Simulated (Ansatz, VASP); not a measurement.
## Al (Al wire along [110], 17 atoms a period): VASP beside Ansatz

One calculation is typed for both programs; each brings its own data sets. How far apart do they land? The structure shown is the start of the Ansatz relaxation below; VASP solves that cell, so the two are compared at the walk's first step.

Main program and level: Ansatz 0.2.0; plane waves, with VASP 6.6.1 beside it; single point at PBE.

**1. The starting structure**

The cell holds 17 atoms: 17 Al. Its edges and angles: a = 14.880 Å, b = 15.370 Å, c = 2.857 Å, α = 90.0°, β = 90.0°, γ = 90.0°. Vacuum lies along a and b. The structure's axis is c.

**2. Ansatz: relaxation, PBE**

Ansatz runs on its PAW soft_1 files.

The two programs are compared at the cell with which this relaxation starts, whose forces are those of its first step.

File input.yaml:

```yaml
crystal:
  lattice:
    - [14.88, 0.0, 0.0]
    - [0.0, 15.37, 0.0]
    - [0.0, 0.0, 2.856711396]
  atoms:
    - { symbol: Al, position: [0.228494624, 0.314141555, 0.0] }
    - { symbol: Al, position: [0.228494624, 0.500004365, 0.0] }
    - { symbol: Al, position: [0.5, 0.314141555, 0.0] }
    - { symbol: Al, position: [0.5, 0.500004365, 0.0] }
    - { symbol: Al, position: [0.771505376, 0.314141555, 0.0] }
    - { symbol: Al, position: [0.771505376, 0.500004365, 0.0] }
    - { symbol: Al, position: [0.364247312, 0.22121015, 0.5] }
    - { symbol: Al, position: [0.364247312, 0.40707296, 0.5] }
    - { symbol: Al, position: [0.364247312, 0.59293577, 0.5] }
    - { symbol: Al, position: [0.364247312, 0.778798581, 0.5] }
    - { symbol: Al, position: [0.635752688, 0.22121015, 0.5] }
    - { symbol: Al, position: [0.635752688, 0.40707296, 0.5] }
    - { symbol: Al, position: [0.635752688, 0.59293577, 0.5] }
    - { symbol: Al, position: [0.635752688, 0.778798581, 0.5] }
    - { symbol: Al, position: [0.228494624, 0.685867176, 0.0] }
    - { symbol: Al, position: [0.5, 0.685867176, 0.0] }
    - { symbol: Al, position: [0.771505376, 0.685867176, 0.0] }
kpoints:
  mp_grid: { grid: [1, 1, 29] }
scf:
  occupations: { method: fermi_dirac, width: 0.05 }
hamiltonian:
  xc: pbe
  pseudopotentials: { kind: paw, azcp: { folder: soft_1 } }
relax:
  cell: { fix: [a, b, alpha, beta, gamma] }
  max_steps: 45
  f_tol: 0.03
```

Launch:

```console
ansatz run input.yaml --threads 4 --pin off --max-ram 16384MiB --backend cpu --events-out ev --progress --plain --runs-dir out
```

Numbers of over 12 decimals in the logs are rounded to 6 here.

The log of the run:

```text
Engine: ansatz 0.2.0, aarch64-unknown-linux-gnu
Pseudopotentials: kind: paw
Pseudopotential: Al, paw, valence charge 3, recommended cutoff 420 eV (normal), soft_1/Al.paw.azcp
Functional definition: PBE
  parameter kappa = 0.804
  parameter beta = 0.066725
  exchange = pbe_x(kappa = kappa, mu = beta*pi^2/3)
  correlation = pbe_c(beta = beta)
Crystal: 17 atoms, lattice volume = 653.346 Å³
Basis set: ecut = 420 eV, 12775 PW (Γ), exchange–correlation on 200×216×40 points (8 copies of the dense FFT grid, shifted against one another)
Bands: 43, of which v1, the nominal top of the filled ones, is band 26 counted from 1 (25 counted from 0)
Symmetry: 8 space group operations
Space group: Pmmm (ITA 47), of the structure as read, at distance tolerance 8.7e-5 Å
k-points: 15 of 29
Non-local potential: Al, projectors of the file, l = 0: 2, l = 1: 2, l = 2: 1
PAW form: soft (Blöchl's): semilocal exchange-correlation on the pseudo side does not see the compensation charge
PAW one-centre angular grid: Al, 110 points (default); XC on 64 Gauss nodes
Initial density: superposition of atomic densities (neutral atoms: chi_scale 0, normalization atom)
Initial wavefunctions: pseudopotential atomic-orbital guess
Functional: x = pbe(κ = 0.804, μ = 0.219515), c = pbe(β = 0.066725)
SCF iter   1: F=—  HF=-9134.804502 eV  |F-HF|=—  |Δ(HF+E_count)|=         —  Δρ=2.07e-2  dr2=3.10e1  ethr=3.10e-3  ⟨swp⟩=9.3  Hψ=3893  notcnv=0  defer=7
preconditioner: auto → LDOS  [metal: Δε(μ)=0.037 eV  Ē_g=6.227 eV  σ=0.050 eV  W_gap=0.18  n_scr=60 (ndim 8)  ℏωp=10.4 eV  f_vac=0.291  D(μ)=8.68/eV (n_scr^D=44)  β→1.0]
SCF iter   2: F=—  HF=-9131.289944 eV  |F-HF|=—  |Δ(HF+E_count)|=    3.51e0  Δρ=1.16e-2  dr2=3.40e0  ethr=3.10e-3  ⟨swp⟩=4.5  Hψ=1820  notcnv=0  defer=88
SCF iter   3: F=—  HF=-9131.027294 eV  |F-HF|=—  |Δ(HF+E_count)|=   2.63e-1  Δρ=2.08e-3  dr2=1.50e-1  ethr=3.10e-3  ⟨swp⟩=3.1  Hψ=1209  notcnv=0  defer=88
SCF iter   4: F=—  HF=-9131.005019 eV  |F-HF|=—  |Δ(HF+E_count)|=   2.23e-2  Δρ=5.54e-4  dr2=6.08e-3  ethr=2.93e-4  ⟨swp⟩=2.9  Hψ=1280  notcnv=0  defer=82
SCF iter   5: F=—  HF=-9131.005384 eV  |F-HF|=—  |Δ(HF+E_count)|=   3.65e-4  Δρ=1.75e-4  dr2=5.62e-4  ethr=1.19e-5  ⟨swp⟩=2.1  Hψ=1086  notcnv=0  defer=82
SCF iter   6: F=—  HF=-9131.005494 eV  |F-HF|=—  |Δ(HF+E_count)|=   1.10e-4  Δρ=4.36e-5  dr2=3.56e-5  ethr=1.10e-6  ⟨swp⟩=2.9  Hψ=1021  notcnv=0  defer=82
SCF iter   7: F=—  HF=-9131.005318 eV  |F-HF|=—  |Δ(HF+E_count)|=   1.76e-4  Δρ=1.03e-5  dr2=3.07e-6  ethr=6.98e-8  ⟨swp⟩=2.7  Hψ=1041  notcnv=0  defer=82
SCF iter   8: F=—  HF=-9131.005318 eV  |F-HF|=—  |Δ(HF+E_count)|=   2.62e-7  Δρ=3.12e-6  dr2=1.68e-7  ethr=6.01e-9  ⟨swp⟩=2.3  Hψ=922  notcnv=0  defer=82
SCF iter   9: F=-9131.005318 eV  HF=-9131.005318 eV  |F-HF|=9.17e-10  |Δ(HF+E_count)|=   8.30e-9  Δρ=7.27e-7  dr2=7.62e-9  ethr=1.96e-10  ⟨swp⟩=5.1  Hψ=2114  notcnv=0
SCF 1 converged in 9 iterations: F = -9131.005318 eV  dr2 = 7.62e-9
  greatest PAW one-centre occupation: 0.487 electrons in one spin orbital (limit 2), on the Al atom at site 16 (counted from 0), in its partial waves of l = 0
relax step   1: F+E_penalty+E_count = -9131.00531824 eV  Δ(F+E_penalty+E_count) = +0.000e0 eV  max|allowed force component| = 2.929e-1 eV/Å  Δτ_max = 0.0000 Å  P = -1.271 GPa  Ω = 653.346 Å³  fix = [a, b, alpha, beta, gamma]  reactions: a +0.501, b -1.290 GPa  (9 SCF iters, dr2 threshold 1.00e-7 eV, accepted)
[...]
relax step   4: F+E_penalty+E_count = -9131.52541462 eV  Δ(F+E_penalty+E_count) = -6.147e-3 eV  max|allowed force component| = 4.685e-2 eV/Å  Δτ_max = 0.0680 Å  P = +0.096 GPa  Ω = 616.274 Å³  energy of the carried Pulay correction = +3.677e-3 eV  fix = [a, b, alpha, beta, gamma]  reactions: a +0.004, b +0.115 GPa  (6 SCF iters, dr2 threshold 2.02e-7 eV, accepted)
[...]
relax step   5: F+E_penalty+E_count = -9131.52755245 eV  Δ(F+E_penalty+E_count) = -2.138e-3 eV  max|allowed force component| = 9.052e-3 eV/Å  Δτ_max = 0.0227 Å  P = +0.095 GPa  Ω = 617.752 Å³  energy of the carried Pulay correction = +3.527e-3 eV  fix = [a, b, alpha, beta, gamma]  reactions: a +0.169, b +0.111 GPa  (6 SCF iters, dr2 threshold 1.37e-7 eV, accepted)
[...]
relax step   6: F+E_penalty+E_count = -9131.52554739 eV  Δ(F+E_penalty+E_count) = +2.005e-3 eV  max|allowed force component| = 9.131e-3 eV/Å  Δτ_max = 0.0000 Å  P = +0.089 GPa  Ω = 617.752 Å³  fix = [a, b, alpha, beta, gamma]  reactions: a +0.164, b +0.107 GPa  stress off target by 5.13e-3 GPa on what of the cell is left free  SCF on the basis re-selected at this cell (its energy is not comparable with the rows above)  (5 SCF iters)
basis re-selected at this cell: Δ(F+E_penalty+E_count) = +2.005e-3 eV, ΔP = -0.007 GPa vs the last step (what re-selecting the basis moved, of the pressure what is left beyond the Pulay correction that the steps carried, after the strain that the cell walked since its last selection, with what the two solves' SCF thresholds leave and, on support functions, any second-order correction that the steps lacked; it is no m [...]
SCF converged after 5 iterations
Free energy (F): -9131.525547 eV
Harris-Foulkes:  -9131.525547 eV  (|F-HF|=2.73e-11)
Internal energy: -9131.462089 eV  (E = F + TS)
E sigma→0 (E₀):  -9131.493818 eV
Entropy (-TS):   -0.063459 eV (-3.733 meV/atom)
Fermi energy:    1.521701 eV
--- Per-component energies (eV) ---
  E_band       = -131.350549
  E_kinetic    = 364.088227
  E_local      = -3627.710170  (includes V_loc(G=0)·N_el)
  E_nonlocal   = 174.670920
  E_hartree    = 1747.915437
  E_xc         = -627.779021
  E_vxc        = -478.170143  (∫ρ·V_xc dr)
  E_paw        = -7980.464336  (= ΣΔE_a)
  E_vpaw       = -60.060259  (= ΣTr[D̂ρ^β])
  E_aug_tail   = -0.000033  (compensation charges beyond the density's cutoff)
  E_ewald      = 817.816887
  E_smearing   = -0.063459  (= −TS)
  E_closure    = 0.000000  (closes the sum)
  Σ components = -9131.525547   (vs F -9131.525547, Δ=0.00e0)
--- Forces (eV/Å), atoms counted from 1 ---
  atom   1  Al    -0.00913054     0.00702525     0.00000000
  atom   2  Al     0.00731629    -0.00000000     0.00000000
  atom   3  Al     0.00000000     0.00614854     0.00000000
  atom   4  Al     0.00000000     0.00000000     0.00000000
  atom   5  Al     0.00913054     0.00702525     0.00000000
  atom   6  Al    -0.00731629     0.00000000     0.00000000
  atom   7  Al    -0.00143653    -0.00518937    -0.00000000
  atom   8  Al     0.00604567     0.00342152     0.00000000
  atom   9  Al     0.00604567    -0.00342152    -0.00000000
  atom  10  Al    -0.00143653     0.00518937     0.00000000
  atom  11  Al     0.00143653    -0.00518937    -0.00000000
  atom  12  Al    -0.00604567     0.00342152     0.00000000
  atom  13  Al    -0.00604567    -0.00342152    -0.00000000
  atom  14  Al     0.00143653     0.00518937     0.00000000
  atom  15  Al    -0.00913054    -0.00702525    -0.00000000
  atom  16  Al     0.00000000    -0.00614854    -0.00000000
  atom  17  Al     0.00913054    -0.00702525    -0.00000000
  max |Σ_I F_I| component: 1.73e-18 eV/Å
--- Stress (GPa, compression-positive) ---
        0.164308       0.000000      -0.000000
        0.000000       0.106535       0.000000
       -0.000000       0.000000      -0.005133
  P = ⅓ Tr σ = 0.0886 GPa (0.886 kbar)
--- Relaxed structure (5 steps of the walk, 5 accepted, 1 SCFs on fresh bases) ---
  F+E_penalty+E_count = -9131.52554739 eV   max|allowed force component| = 9.131e-3 eV/Å   (the final SCF, on the basis selected at the relaxed cell)
  cell:  # Å, volume = 617.7521 Å³
    - [14.88, 0.0, 0.0]
    - [0.0, 15.37, 0.0]
    - [0.0, 0.0, 2.701080]
  atoms:
    - { symbol: Al, position: [0.217452, 0.321435, 0.0] }
    - { symbol: Al, position: [0.225028, 0.500000, 0.0] }
    - { symbol: Al, position: [0.5, 0.302444, 0.0] }
    - { symbol: Al, position: [0.5, 0.500000, 0.0] }
    - { symbol: Al, position: [0.782548, 0.321435, 0.0] }
    - { symbol: Al, position: [0.774972, 0.500000, 0.0] }
    - { symbol: Al, position: [0.352205, 0.227183, 0.5] }
    - { symbol: Al, position: [0.365852, 0.406463, 0.5] }
    - { symbol: Al, position: [0.365852, 0.593537, 0.5] }
    - { symbol: Al, position: [0.352205, 0.772817, 0.5] }
    - { symbol: Al, position: [0.647795, 0.227183, 0.5] }
    - { symbol: Al, position: [0.634148, 0.406463, 0.5] }
    - { symbol: Al, position: [0.634148, 0.593537, 0.5] }
    - { symbol: Al, position: [0.647795, 0.772817, 0.5] }
    - { symbol: Al, position: [0.217452, 0.678565, 0.0] }
    - { symbol: Al, position: [0.5, 0.697556, 0.0] }
    - { symbol: Al, position: [0.782548, 0.678565, 0.0] }
```

(Continued in part 2 of 2.)

[Lines on the potential files, build, host, timing and source positions are cut from VASP's logs without a mark.]

[Logs are printed without paths, hosts, clocks, repeated set-up lines and the standing remarks that a program may print on its own settings, such as how far it seeks lower states.]

[Hosts, paths, dates, database ids (printed as entryN), source tags and the programs' standing remarks are cut or masked in the printed files.]
